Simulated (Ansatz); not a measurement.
## The 2H-MoTe2 bilayer (2H stacking) under a gate

Wanted: Fermi level and gate voltage of the 2H-MoTe2 bilayer (2H stacking) as it is charged.

Main program and level: Ansatz 0.2.0; plane-wave DFT, PBE-D3(BJ), Ansatz PAW.

### 1. The starting structure

The cell holds 6 atoms: 4 Te and 2 Mo. Cell: a = 3.550 Å, b = 3.550 Å, c = 52.648 Å, α = 90.0°, β = 90.0°, γ = 120.0°. Regions: layer 1: 2H-MoTe2, 3 atoms (2 Te and 1 Mo); layer 2: 2H-MoTe2, 3 atoms (2 Te and 1 Mo). Vacuum lies along c.

### 2. Relaxing the slab

The starting cell is a guess, so the in-plane lattice and the atoms are relaxed first, with the slab cut off from its images along the normal.

Contents of input.yaml:

```yaml
crystal:
  lattice:
    - [3.55, 0.0, 0.0]
    - [-1.775, 3.0743901834, 0.0]
    - [0.0, 0.0, 52.6482052597]
  atoms:
    - { symbol: Te, position: [0.3333333333, 0.6666666667, 0.3969745958] }
    - { symbol: Mo, position: [0.0, 0.0, 0.432817248] }
    - { symbol: Te, position: [0.3333333333, 0.6666666667, 0.4686599003] }
    - { symbol: Te, position: [0.0, 0.0, 0.5313400997] }
    - { symbol: Mo, position: [0.3333333333, 0.6666666667, 0.567182752] }
    - { symbol: Te, position: [0.0, 0.0, 0.6030254042] }
  periodic: [true, true, false]
kpoints:
  mp_grid: { grid: [12, 12, 1] }
hamiltonian:
  xc: pbe
  dispersion: d3bj
scf:
  occupations: { method: fermi_dirac, width: 0.05 }
  convergence: { dr2_threshold: 1.0e-09 }
relax:
  f_tol: 0.004
  max_steps: 90
  cell: {}
output:
  write_potential: true
  write_density: true
  volumetric_format: npy
```

Command:

```
ansatz run input.yaml --threads 4 --pin off --max-ram 12288MiB --backend cpu --events-out ev --progress --plain --runs-dir out
```

Planned after this: gated layer, added electrons 0, start network; gated layer, added electrons -1×10¹³ per cm²; gated layer, added electrons -2×10¹³ per cm²; gated layer, added electrons -4×10¹³ per cm²; gated layer, added electrons -7×10¹³ per cm²; gated layer, added electrons -11×10¹³ per cm²; gated layer, added electrons 2×10¹³ per cm²; gated layer, added electrons 6×10¹³ per cm²; the series together; relaxing the charged layer, added electrons 6×10¹³ per cm²; relaxing the charged layer, added electrons 2×10¹³ per cm²; A changed input. Settings of the main run: cutoff 420 eV, 48×48×1 k-mesh, Fermi-Dirac occupations, smearing width 0.02585 eV, 2 layers, stack 2H-MoTe2 bilayer (2H stacking), gates one, above, added electrons 0, PAW set soft 2, distance from the layer to a gate 4 Å.

Before running: what should come out for the gate voltage at 11×10¹³ holes per cm²?

Putting 11×10¹³ holes per cm² on the layer takes -6.40 V on the gate; how far the Fermi level moves against the bands is taken for single layers without spin and with an even electron count alone. Between the first holes and the first electrons the voltage runs over 2.39 V: the drop across the plates for that charge, plus the way of the Fermi level through the region of the 0.83 eV gap. The zero of the voltage lies where the smearing puts the uncharged Fermi level. Few carriers sample few k-points, so the slopes at the lowest densities depend on the mesh and on the temperature.

```
gap with uncharged gates                    : 0.832 eV
gate voltage at 11×10¹³ holes per cm²       : -6.40 V
gate voltage at 6×10¹³ electrons per cm²    : +3.54 V
total capacitance near 9×10¹³ holes per cm² : 2.96 µF/cm²
```

The gates are charged sheets behind model barriers, not atoms. Spin-orbit coupling is left out, which matters for the bands of elements this heavy.

[Logs are printed without paths, hosts, clocks, repeated set-up lines and the standing remarks that a program may print on its own settings, such as how far it seeks lower states.]

[Hosts, paths, dates, database ids (printed as entryN), source tags and the programs' standing remarks are cut or masked in the printed files.]

[Maps of the electrostatic potential energy from Ansatz leave out the sawtooth potential of an applied field or a dipole correction, so their vacuum need not be flat; planar profiles and work functions include it.]
